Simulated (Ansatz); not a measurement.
Crystal: TaN.

```
CELL_PARAMETERS angstrom
3.04800 0.00000 0.00000
-1.52400 2.63965 0.00000
0.00000 0.00000 4.91800
ATOMIC_POSITIONS crystal
Ta 0.00000 0.00000 0.00000
Ta 0.00000 0.00000 0.50000
N 0.33333 0.66667 0.25000
N 0.66667 0.33333 0.75000
```

Base run:

* Program: Ansatz 0.2.0
* Functional: LDA
* Potentials or basis: Ansatz PAW
* Cutoff: 420 eV (not typed: the program's choice for these potentials)
* k mesh: 7 × 7 × 4
* Occupations: gaussian, width 0.05 eV
* Spin: collinear spin, program default start
* Hubbard terms: Ta d U = 6 eV

Its results: band gap on the k mesh none (metal or under the smearing width); pressure 55.6 GPa; net moment -1.46 μB per cell; site moments Ta -0.32; N -0.03 μB; largest force 0.233 eV/Å.

Question: The run is repeated on the same cell with these changes: spin from collinear spin, program default start to collinear spin, random start; moments at the start from [0] to [-0.17, -0.41, 0.0, 0.0]. What comes out?

Answer: Band gap on the k mesh none (metal or under the smearing width); pressure 55.1 GPa; net moment 0.00 μB per cell; site moments Ta +0.15, -0.15; N +0.00 μB; largest force 0.280 eV/Å.

Caveats: the magnetic or orbital state may not be the lowest; a pressure of tens of GPa on the cell as given is suspect, and the run, the potentials or the cell itself is likely at fault; the PAW data sets come from PBE, with cores solved anew for the run's functional, which leaves a small shift of forces and pressure; the starting moments weren't kept (some runs).
